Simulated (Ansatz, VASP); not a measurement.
One calculation of SnTe, two programs

```
Sn Te
1.0
     0.00000    3.60674    3.60674
     3.60674    0.00000    3.60674
     3.60674    3.60674    0.00000
Sn Te
1 1
Direct
  0.00000 0.00000 0.00000
  0.25000 0.25000 0.25000
```

Alike in both runs: functional PBE; k mesh 9 × 9 × 9; occupations fermi-dirac, width 0.05 eV; no spin polarisation.

Ansatz relaxed the structure, and its values are those at the end. VASP's run is a single point on that final structure, the one shown.

```csv
,VASP,Ansatz
version,VASP 6.6.1,Ansatz 0.2.0
potentials or method,"VASP PAW PBE potentials, release 64 (Sn_d, Te)","PAW with Ansatz's default frozen-core files, scalar-relativistic"
plane-wave cutoff (eV),520,420
valence electrons in the cell,20,30
```

|  | VASP | Ansatz | Ansatz less VASP |
| --- | --- | --- | --- |
| pressure (GPa) | 0.0 | 0.0 | +0.01 |

The functional is the same, so the differences come from potentials, cutoffs and numerics. The two sets of potentials don't hold the same shells in valence.
